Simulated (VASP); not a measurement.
# Re (P6_3/mmc) in VASP: a series of runs, part 3 of 3

VASP 6.6.1. The steps go on from the part before.

### Step 4. Relaxation of shape and atoms at fixed volume, LDA (a relaxed cell with its volume scaled by 1.04)

INCAR

```
ALGO = Fast ; EDIFF = 1E-7
EDIFFG = -0.01 ; ENCUT = 600
IBRION = 2 ; ISIF = 4
ISMEAR = 1 ; LASPH = True
LCHARG = False ; LREAL = False
LWAVE = False ; NELM = 80
NSW = 40 ; PREC = Accurate
SIGMA = 0.1
```

KPOINTS

```
k-points
0
Gamma
  15 15 8
```

POSCAR

```
Re                                      
1.0
    2.7745284888     -0.0000000000      0.0000000000
   -1.3872642444      2.4028121549      0.0000000000
    0.0000000000      0.0000000000      4.4910319761
  Re            
     2
Direct
     0.3333333332999970    0.6666666667000030    0.2500000000000000
     0.6666666667000030    0.3333333332999970    0.7500000000000000
```

Potentials or basis: VASP PAW LDA potentials, release 64 (Re).

Run with:

```
$ cat potpaw_LDA.64/Re/POTCAR > POTCAR
$ mpirun -np 1 vasp_std > vasp.out
```

OUTCAR:

```text
EDIFF = 1E-7
   EDIFFG = -0.01
   ENCUT = 600
   IBRION = 2
   ISIF = 4
   ISMEAR = 1
   LASPH = True
   LREAL = False
   NELM = 80
   NSW = 40
   PREC = Accurate

 ion  position               nearest neighbor table
   1  0.333  0.667  0.250-   2 2.76   2 2.76   2 2.76   2 2.76   2 2.76   2 2.76
   2  0.667  0.333  0.750-   1 2.76   1 2.76   1 2.76   1 2.76   1 2.76   1 2.76

  LATTYP: Found a hexagonal cell.
 ALAT       =     2.7745284888
 C/A-ratio  =     1.6186649350

  Lattice vectors:

 A1 = (   2.7745284888,   0.0000000000,   0.0000000000)
 A2 = (  -1.3872642444,   2.4028121549,   0.0000000000)
 A3 = (   0.0000000000,   0.0000000000,   4.4910319761)

Analysis of symmetry for initial positions (statically):
=====================================================================
 Subroutine PRICEL returns:
 Original cell was already a primitive cell.

 Routine SETGRP: Setting up the symmetry group for a
 hexagonal supercell.

 Subroutine GETGRP returns: Found 24 space group operations
 (whereof 12 operations were pure point group operations)
 out of a pool of 24 trial point group operations.

The static configuration has the point symmetry D_3d.
 The point group associated with its full space group is D_6h.

Analysis of symmetry for dynamics (positions and initial velocities):
=====================================================================
 Subroutine PRICEL returns:
 Original cell was already a primitive cell.

 Routine SETGRP: Setting up the symmetry group for a
 hexagonal supercell.

 Subroutine GETGRP returns: Found 24 space group operations
 (whereof 12 operations were pure point group operations)
 out of a pool of 24 trial point group operations.

The dynamic configuration has the point symmetry D_3d.
 The point group associated with its full space group is D_6h.

 Subroutine INISYM returns: Found 24 space group operations
 (whereof 12 operations are pure point group operations),
 and found     1 'primitive' translations

----------------------------------------------------------------------------------------

                                     Primitive cell

  volume of cell :      29.9402

  direct lattice vectors                    reciprocal lattice vectors
     2.774528489  0.000000000  0.000000000     0.360421601  0.208089508  0.000000000
    -1.387264244  2.402812155  0.000000000     0.000000000  0.416179017  0.000000000
     0.000000000  0.000000000  4.491031976     0.000000000  0.000000000  0.222665972

  length of vectors
     2.774528489  2.774528489  4.491031976     0.416179017  0.416179017  0.222665972

  position of ions in fractional coordinates (direct lattice)
     0.333333333  0.666666667  0.250000000
     0.666666667  0.333333333  0.750000000

  ion indices of the primitive-cell ions
   primitive index   ion index
                 1           1
                 2           2

----------------------------------------------------------------------------------------

 KPOINTS: k-points

Automatic generation of k-mesh.
 Grid dimensions read from file:
 generate k-points for:   15   15    8

 Generating k-lattice:

  Cartesian coordinates                     Fractional coordinates (reciprocal lattice)
     0.024028107  0.013872634  0.000000000     0.066666667  0.000000000  0.000000000
[... 44 lines left out ...]
   dimension x,y,z NGX =    24 NGY =   24 NGZ =   36
   dimension x,y,z NGXF=    48 NGYF=   48 NGZF=   72
   ions per type =               2
   NGX,Y,Z   is equivalent  to a cutoff of  14.38, 14.38, 13.33 a.u.
   NGXF,Y,Z  is equivalent  to a cutoff of  28.76, 28.76, 26.65 a.u.
 SYSTEM =  unknown system
   PREC   = accura    normal or accurate (medium, high low for compatibility)
   ISTART =      0    job   : 0-new  1-cont  2-samecut
   ICHARG =      2    charge: 1-file 2-atom 10-const
   ISPIN  =      1    spin polarized calculation?
   LNONCOLLINEAR =      F non collinear calculations
   LSORBIT =      F    spin-orbit coupling
   LASPH  =      T    aspherical Exc in radial PAW
   ENCUT  =  600.0 eV  44.10 Ry    6.64 a.u.   5.54  5.54  8.97*2*pi/ulx,y,z
   NELM   =     80;   NELMIN=  2; NELMDL= -5     # of ELM steps
   EDIFF  = 0.1E-06   stopping-criterion for ELM
   LREAL  =      F    real-space projection
   EDIFFG = -.1E-01   stopping-criterion for IOM
   NSW    =     40    number of steps for IOM
   IBRION =      2    ionic relax: 0-MD 1-quasi-New 2-CG
   NFREE  =      1    steps in history (QN), initial steepest desc. (CG)
   ISIF   =      4    stress and relaxation
   ISYM   =      2    0-nonsym 1-usesym 2-fastsym
   POTIM  = 0.5000    time-step for ionic-motion
   TEBEG  =    0.0;   TEEND  =   0.0 temperature during run
   PSTRESS=    0.0 pullay stress
   NELECT =      14.0000    total number of electrons
   NUPDOWN=      -1.0000    fix difference up-down
   EMIN   =  10.00;   EMAX   =-10.00  energy-range for DOS
   EFERMI =   0.00;   METHOD = LEGACY
   ISMEAR =     1;   SIGMA  =   0.10  broadening in eV -4-tet -1-fermi 0-gaus
   EFERMI_NEDOS =   21; number of points for ismear=-14 and -15
   IALGO  =     68    algorithm
   IMIX   =      4    mixing-type and parameters
     AMIX     =   0.40;   BMIX     =  1.00
     AMIX_MAG =   1.60;   BMIX_MAG =  1.00
  volume/ion in A,a.u.               =      14.97       101.02
  Fermi-wavevector in a.u.,A,eV,Ry     =   1.270669  2.401216 21.967965  1.614600
  Thomas-Fermi vector in A             =   2.403644
   LORBIT       =      0    0 simple, 1 ext, 2 COOP (PROOUT), +10 PAW based schemes
   GGA     = CA    functional components
   LHFCALC =     F    Hartree Fock is set to
   AEXX    =    0.0000 exact exchange contribution
   IVDW    =     0    specifies the selected vdW correction
   LEPSILON=     F    determine dielectric tensor
   LRPA    =     F    only Hartree local field effects (RPA)
 conjugate gradient relaxation of ions
 non-spin polarized calculation
 RMM-DIIS sequential band-by-band and
 Methfessel and Paxton  Order N= 1 SIGMA  =   0.10
  energy-cutoff  :      600.00
  volume of cell :       29.94
 maximum number of plane-waves:      1026
 NGX is ok and might be reduce to    24
   NGX = 11   NGY = 11   NGZ = 17

 number of electron      14.0000000 magnetization

 Free energy of the ion-electron system (eV)
  ---------------------------------------------------
  ext. energy  EPLUGINS =         0.00000000
  ---------------------------------------------------
  free energy    TOTEN  =       -27.47573657 eV

  energy without entropy =      -27.47646436  energy(sigma->0) =      -27.47597917

 E-fermi :   7.5981     XC(G=0): -13.7498

 val. band max:        7.5919968840   @ k =   0.1333   0.0000   0.0000
 cond. band min:       7.6168230507   @ k =   0.1333   0.0667   0.0000
 fundamental gap:      0.0248261667
 Fermi energy:         7.5981381653

 k-point     1 :       0.0000    0.0000    0.0000
  band No.  band energies     occupation
      1      -2.0453      2.00000
      2       1.1450      2.00000
      3       6.0392      2.00000
      4       6.0760      2.00000
      5       6.0760      2.00000
      6       6.8814      2.00000
      7       6.8814      2.00000
      8       7.8075     -0.01168
      9       7.8075     -0.01168
     10       8.3113     -0.00000
     11      10.8943      0.00000
[... 309 lines left out ...]
 k-point    24 :       0.4000    0.2000    0.0000
  band No.  band energies     occupation
      1       2.5651      2.00000
      2       2.9361      2.00000
      3       2.9629      2.00000
      4       5.0040      2.00000
      5       5.4229      2.00000
      6       5.9779      2.00000
      7       7.2906      2.00012
      8      10.5166      0.00000
      9      11.2179      0.00000
     10      11.2305      0.00000
     11      14.4714      0.00000

 [... further k-points ...]

------------------------ aborting loop because EDIFF is reached ----------------------------------------

  FORCE on cell =-STRESS in cart. coord.  units (eV):
  Direction    XX          YY          ZZ          XY          YZ          ZX
  --------------------------------------------------------------------------------------
  -------------------------------------------------------------------------------------
  Total       -2.7740919     -2.7740919     -2.7856972      0.0000000     -0.0000000     -0.0000000
  in kB     -148.4486542   -148.4486542   -149.0696860      0.0000000     -0.0000000     -0.0000000
  external PRESSURE =    -148.6556648 kB  Pullay stress =       0.0000000 kB

 VOLUME and BASIS-vectors are now :
 -----------------------------------------------------------------------------
  energy-cutoff  :      600.00
  volume of cell :       29.94
      direct lattice vectors                 reciprocal lattice vectors
     2.774528489  0.000000000  0.000000000     0.360421601  0.208089508  0.000000000
    -1.387264244  2.402812155  0.000000000     0.000000000  0.416179017  0.000000000
     0.000000000  0.000000000  4.491031976     0.000000000  0.000000000  0.222665972

 POSITION                                       TOTAL-FORCE (eV/Angst)
 -----------------------------------------------------------------------------------
     -0.00000      1.60187      1.12276         0.000000      0.000000      0.000000
      1.38726      0.80094      3.36827        -0.000000     -0.000000      0.000000
 -----------------------------------------------------------------------------------
    total drift:                               -0.000000      0.000000     -0.000000

  FREE ENERGIE OF THE ION-ELECTRON SYSTEM (eV)
  ---------------------------------------------------
  free  energy   TOTEN  =       -27.4757365738 eV

  energy  without entropy=      -27.4764643650  energy(sigma->0) =      -27.47597917

 reached required accuracy - stopping structural energy minimisation
```

CONTCAR:

```text
Re
   1.00000000000000
     2.7745284888000001    0.0000000000000000    0.0000000000000000
    -1.3872642444000001    2.4028121548999999    0.0000000000000000
     0.0000000000000000    0.0000000000000000    4.4910319761000004
  Re
     2
Direct
     0.3333333332999970    0.6666666667000030    0.2500000000000000
     0.6666666667000030    0.3333333332999970    0.7500000000000000

  0.00000000E+00  0.00000000E+00  0.00000000E+00
  0.00000000E+00  0.00000000E+00  0.00000000E+00
```

It took 60 s on 1 thread of Intel Xeon Platinum 8375C at 2.90GHz (Ice Lake), shared host; peak memory 0.17 GiB.

Results:

| Property | Result |
| --- | --- |
| Free energy | -27.4757 eV |
| Pressure after relaxing | -14.9 GPa |
| Band gap on the k mesh | none (metal or under the smearing width) |

Final structure:
```cif
data_structure
_symmetry_space_group_name_H-M 'P 1'
_symmetry_Int_Tables_number 1
_cell_length_a 2.7745
_cell_length_b 2.7745
_cell_length_c 4.4910
_cell_angle_alpha 90.000
_cell_angle_beta 90.000
_cell_angle_gamma 120.000
_cell_volume 29.94
loop_
_atom_site_label
_atom_site_type_symbol
_atom_site_fract_x
_atom_site_fract_y
_atom_site_fract_z
_atom_site_occupancy
Re1 Re 0.33333 0.66667 0.25000 1
Re2 Re 0.66667 0.33333 0.75000 1
```

Caveat: the relaxation stopped at its first step, so nothing moved. Spin-orbit coupling is left out, which matters for the levels of Re.

### Step 5. Overview

```tsv
cell	gap on the mesh (eV)	pressure (GPa)
atoms relaxed at fixed volume	none	0.0
atoms relaxed at fixed volume from: a relaxed cell with its volume scaled by 1.02	none	-7.8
atoms relaxed at fixed volume from: a relaxed cell with its volume scaled by 1.04	none	-14.9
```

Alike in all rows: task relaxation of shape and atoms at fixed volume; level LDA; potentials or basis VASP PAW LDA potentials, release 64 (Re); no spin polarisation; k mesh 15 × 15 × 8; cutoff (eV) 600; smearing methfessel-paxton 0.1 eV.

Caveats: the relaxation stopped at its first step, so nothing moved.

Absolute energies hang on the potentials; compare differences alone.
